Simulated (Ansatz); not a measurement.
**MoS2: how the settings move a single-point run**

How sensitive is a single-point run of MoS2 to its settings? A reference run comes first, then six runs with altered input. The cell is built on a prototype (CdCl2 type) and needn't be the phase found in nature.

Program: Ansatz 0.2.0. Level of theory: reference: DFT, HSE06, plane waves, PAW. These are calculated values, not measurements.

5 further runs of the same task are left out: 2 for a known fault of the program, 3 that didn't finish.

### 1 Starting point

It takes space group R-3m (No. 166, trigonal). Conventional cell: a = 3.193 Å, b = 3.193 Å, c = 18.232 Å, α = 90.00°, β = 90.00°, γ = 120.00°. Around Mo (site symmetry -3m) lie 6 S at 2.42 Å. Around S (site symmetry 3m) lie 3 Mo at 2.42 Å.

As a file:

```
Mo S
1.0
     1.59653    0.92176    6.07723
    -1.59653    0.92176    6.07723
     0.00000   -1.84351    6.07723
Mo S
1 2
Direct
  0.00000 0.00000 0.00000
  0.24743 0.24743 0.24743
  0.75257 0.75257 0.75257
```

### 2 The reference run

input.yaml reads:

```yaml
crystal:
  lattice:
    - [1.5965300489, 0.9217570535, 6.0772313985]
    - [-1.5965300489, 0.9217570535, 6.0772313985]
    - [0.0, -1.843514107, 6.0772313985]
  atoms:
    - { symbol: Mo, position: [0.0, 0.0, 0.0] }
    - { symbol: S, position: [0.2474267338, 0.2474267338, 0.2474267338] }
    - { symbol: S, position: [0.7525732662, 0.7525732662, 0.7525732662] }
kpoints:
  mp_grid: { grid: [4, 4, 4] }
hamiltonian:
  xc: hse06
scf:
  occupations: { method: fermi_dirac, width: 0.02 }
  n_extra_bands: 4
output:
  forces: true
  stress: true
  eigenvalues: true
  write_density: true
  write_potential: true
  elf: true
  volumetric_format: npy
```

Command:

```
$ ansatz run input.yaml --threads 4 --pin off --max-ram 3686MiB --backend cpu --events-out ev --progress --plain --runs-dir out
```

### 3 Changing settings: mp_grid.grid [6, 6, 6], xc pbesol

Changes to input.yaml since step 2:

```diff
@@ -10,5 +10,5 @@
 kpoints:
-  mp_grid: { grid: [4, 4, 4] }
+  mp_grid: { grid: [6, 6, 6] }
 hamiltonian:
-  xc: hse06
+  xc: pbesol
 scf:
@@ -20,5 +20 @@
   eigenvalues: true
-  write_density: true
-  write_potential: true
-  elf: true
-  volumetric_format: npy
```

### 4 Changed: exchange pbe, correlation pbe, coeff 0.5

Changes to input.yaml since step 2:

```diff
@@ -12,3 +12,3 @@
 hamiltonian:
-  xc: hse06
+  xc: { exchange: pbe, correlation: pbe, exx: { coeff: 0.5 } }
 scf:
@@ -20,5 +20 @@
   eigenvalues: true
-  write_density: true
-  write_potential: true
-  elf: true
-  volumetric_format: npy
```

### 5 Changing settings: exchange pbe, correlation pbe, coeff 0.1

Changes to input.yaml since step 2:

```diff
@@ -12,3 +12,3 @@
 hamiltonian:
-  xc: hse06
+  xc: { exchange: pbe, correlation: pbe, exx: { coeff: 0.1 } }
 scf:
@@ -20,5 +20 @@
   eigenvalues: true
-  write_density: true
-  write_potential: true
-  elf: true
-  volumetric_format: npy
```

### 6 Changing settings: exchange pbe, correlation pbe, coeff 0.75, omega 0.2078

Changes to input.yaml since step 2:

```diff
@@ -12,3 +12,6 @@
 hamiltonian:
-  xc: hse06
+  xc:
+    exchange: pbe
+    correlation: pbe
+    exx: { coeff: 0.75, omega: 0.2078 }
 scf:
@@ -20,5 +23 @@
   eigenvalues: true
-  write_density: true
-  write_potential: true
-  elf: true
-  volumetric_format: npy
```

### 7 Variant: xc cam_b3lyp

Changes to input.yaml since step 2:

```diff
@@ -12,3 +12,3 @@
 hamiltonian:
-  xc: hse06
+  xc: cam_b3lyp
 scf:
@@ -20,5 +20 @@
   eigenvalues: true
-  write_density: true
-  write_potential: true
-  elf: true
-  volumetric_format: npy
```

### 8 Variant: ecutwfc 200

Changes to input.yaml since step 2:

```diff
@@ -20,5 +20,3 @@
   eigenvalues: true
-  write_density: true
-  write_potential: true
-  elf: true
-  volumetric_format: npy
+basis:
+  ecutwfc: 200
```

Q: Predict the outcome of this session. Wanted: for each run, ending; energy change; pressure; gap; force.

**Answer**, as computed:

```csv
run,ending,energy change,pressure (GPa),gap (eV),force (eV/Å),cycles,time
reference,converged,0,-1.2,0.00,0.74,28,23 s
"1: mp_grid.grid [6, 6, 6], xc pbesol",converged,not comparable,-2.8,0.00,0.09,7,1.5 s
"2: exchange pbe, correlation pbe, coeff 0.5",converged,not comparable,-6.2,0.00,0.93,47,30 s
"3: exchange pbe, correlation pbe, coeff 0.1",converged,not comparable,1.1,0.00,0.18,29,21 s
"4: exchange pbe, correlation pbe, coeff 0.75, omega 0.2078",converged,not comparable,-9.2,0.00,1.79,76,41 s
5: xc cam_b3lyp,converged,not comparable,0.6,0.00,0.51,41,32 s
6: ecutwfc 200,converged,+1.41 eV/atom,-2.2,0.00,0.88,28,13 s
```

Times don't compare one to one where runs were asked for different outputs or read a saved state (see the inputs); cycles may leave out searches for a lower state.

Residual by cycle in the longest SCF loop of each run; runs are numbered as in the table. The quantity is the density residual dr2, in eV.

```csv
cycle,reference,run 1,run 2,run 3,run 4,run 5,run 6
1,0.0524,0.0182,4.8e-5,0.0509,2.3e-4,1.3e-4,1.05
2,0.00404,0.00562,3.0e-5,0.00408,6.6e-5,8.1e-5,0.138
4,1.1e-4,6.1e-5,9.3e-6,1.2e-4,3.8e-5,3.0e-5,0.0145
5,1.0e-5,7.1e-6,4.7e-6,1.0e-5,4.0e-5,1.7e-5,0.00369
6,5.0e-6,3.1e-7,4.7e-6,5.4e-6,2.3e-5,1.7e-5,1.4e-4
8,2.3e-7,-,1.3e-6,2.4e-7,1.7e-5,5.3e-6,1.4e-7
9,3.4e-8,-,8.1e-7,3.6e-8,1.0e-5,5.3e-6,6.2e-9
11,-,-,5.7e-8,-,7.7e-8,9.3e-7,-
12,-,-,9.1e-8,-,1.1e-8,8.5e-7,-
13,-,-,7.4e-9,-,1.1e-9,4.0e-8,-
15,-,-,2.4e-11,-,2.6e-11,2.5e-10,-
16,-,-,-,-,3.3e-12,2.2e-11,-
```

«ecutwfc 200» moves the energy by +1.41 eV/atom. Run 6 ran under the cutoff that the potentials recommend, as the log warns, so basis error is mixed into its values, and swamps them where the cutoff is far short. Of the variants the dearest is «exchange pbe, correlation pbe, coeff 0.75, omega 0.2078» (41 s), the cheapest «mp_grid.grid [6, 6, 6], xc pbesol» (1.5 s), on a shared host. The reference has no spin polarisation; with Mo present, a magnetic state may lie lower.
